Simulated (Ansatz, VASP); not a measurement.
## One calculation of Zn, two programs

```
Zn
1.0
     0.00000    1.92118    1.92118
     1.92118    0.00000    1.92118
     1.92118    1.92118    0.00000
Zn
1
Direct
  0.94596 0.05571 0.03033
```

This isn't the form of Zn at room conditions, which is hcp.

Alike in both runs: task single point; functional PBEsol; k mesh 8 × 8 × 8; occupations gaussian, width 0.15 eV; no spin polarisation.

|  | VASP | Ansatz |
| --- | --- | --- |
| version | VASP 6.6.1 | Ansatz 0.2.0 |
| potentials or method | VASP PAW PBE potentials, release 64 (Zn) | plane waves, PAW |
| plane-wave cutoff (eV) | 520 | 420 |
| valence electrons in the cell | 12 | 12 |

```csv
,VASP,Ansatz,Ansatz less VASP
pressure (GPa),0.4,-0.1,-0.48
```

The functional is the same, so the differences come from potentials, cutoffs and numerics.

Caveats: the PAW data sets were made with another functional, which shifts forces and pressure a little (VASP).
